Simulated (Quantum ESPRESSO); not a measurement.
Runs of Quantum ESPRESSO 7.5 on Ti3Al. It takes space group P-6m2 (No. 187, hexagonal). The conventional cell has a = 2.928 Å, b = 2.928 Å, c = 9.226 Å, α = 90.00°, β = 90.00°, γ = 120.00°. Ti (site symmetry 3m) has 9 Ti at 2.86 to 2.93 Å and 3 Al at 2.86 Å as nearest neighbours. Ti (site symmetry -6m2) is surrounded by 12 Ti at 2.86 to 2.93 Å. Al (site symmetry -6m2) is surrounded by 6 Ti at 2.86 Å and 6 Al at 2.93 Å. The cell comes from a database or a generator and needn't be the stable form of this composition.

```tsv
task	level	potentials or basis	cell	k mesh	cutoff (eV)	SCF threshold	form of the LDA correlation	symmetry	mesh quality	gap on the mesh (eV)	pressure (GPa)	V0 of scaled cells (Å³/atom)	B0 (GPa)	largest force (eV/Å)
equation of state	PBEsol	GBRV 1.5 PBEsol	as given	10 × 10 × 3	612	8e-10 Ry	-	-	not flagged	-	-	(a)	117	-
single point	PBEsol	GBRV 1.5 PBEsol	atoms moved at random, drawn with an rms of 0.05 Å	10 × 10 × 3	612	8e-10 Ry	-	-	not flagged	none	-3.5	-	-	0.48
band structure	PBEsol	GBRV 1.5 PBEsol	as given	10 × 10 × 3	612	8e-10 Ry	-	-	not flagged	none	-3.5	-	-	0.08
equation of state	r2SCAN	SG15 PBE 1.2	as given	6 × 6 × 2	1020	1e-08 Ry	-	off	coarse	-	-	17.08	119	-
single point	PBEsol	GBRV 1.5 PBEsol	as given	10 × 10 × 3	612	8e-10 Ry	-	-	not flagged	none	-3.5	-	-	0.08
```

Alike in all rows: no spin polarisation; smearing fermi-dirac 0.05 eV.

Question: Estimate the missing entries.

Answer: (a) 16.59.

Caveats: some runs use coarse meshes; the cell was scaled at fixed shape and fractional positions, which overstates the stiffness of a crystal with free parameters, most of all of layers and chains (some runs); the potentials were made for another functional, which shifts forces and pressure (some runs).

A gap of «none» marks a metal or a gap under the smearing width.
